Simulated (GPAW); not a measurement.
Input of a GPAW 26.7.0 run:

The input run.py:

```python
from ase import Atoms
from ase.eos import EquationOfState
from ase.io import Trajectory
from ase.units import GPa
from gpaw import GPAW, PW, setup_paths

setup_paths.insert(0, '.')

atoms = Atoms(['Nb'],
              cell=[[-1.66395, 1.66395, 1.66395],
                    [1.66395, -1.66395, 1.66395],
                    [1.66395, 1.66395, -1.66395]],
              scaled_positions=[[0.0, 0.0, 0.0]],
              pbc=True)

traj = Trajectory('eos.traj', 'w')
volumes, energies = [], []
for x in [0.94, 0.96, 0.98, 1.0, 1.02, 1.04, 1.06]:
    a = atoms.copy()
    a.set_cell(atoms.cell * x**(1 / 3), scale_atoms=True)
    calc = GPAW(mode=PW(600),
                xc='PBEsol',
                kpts={'size': (11, 11, 11), 'gamma': True},
                occupations={'name': 'fermi-dirac', 'width': 0.05},
                nbands=15,
                convergence={'density': 1e-05, 'energy': 1e-05},
                maxiter=150,
                txt=f'eos-{x:.2f}.txt')
    a.calc = calc
    energies.append(a.get_potential_energy(force_consistent=True))
    volumes.append(a.get_volume())
    p = -a.get_stress()[:3].mean() / GPa
    calc.write(f'eos-{x:.2f}.gpw')
    traj.write(a)
    print(f'{x:.2f} {volumes[-1]:10.4f} A^3 {energies[-1]:14.6f} eV {p:9.3f} GPa', flush=True)

v0, e0, B = EquationOfState(volumes, energies, eos='birchmurnaghan').fit()
print(f'V0 = {v0:.4f} A^3, E0 = {e0:.6f} eV, B0 = {B / GPa:.2f} GPa')
```

Potentials or basis: PAW data sets generated in the run's folder for this functional, pw.

Command:

```console
$ gpaw-setup -f PBEsol Nb
$ OMP_NUM_THREADS=1 python run.py
```

(1) Predict the bulk modulus.

(2) What does it give for the pressure derivative of the bulk modulus?

(3) What does it give for the equilibrium volume?

Answers

(1) 181 GPa.

(2) 3.3.

(3) 17.52 Å³/atom.

**The experiment to reproduce.**

From “Pressure effects on the electronic structure and superconductivity of (TaNb)0.67(HfZrTi)0.33 high entropy alloy”, 2019, arxiv:1910.08312, for a bulk crystal of Nb: bulk modulus 169 GPa.

A measured bulk modulus of Nb is 169 GPa (quoted in “Pressure effects on the electronic structure and superconductivity of (TaNb)0.67(HfZrTi)0.33 high entropy alloy”, 2019, arxiv:1910.08312); the calculated 181 GPa misses it by +7.3 %. The fit is for a static lattice scaled at fixed shape and fixed fractional positions.
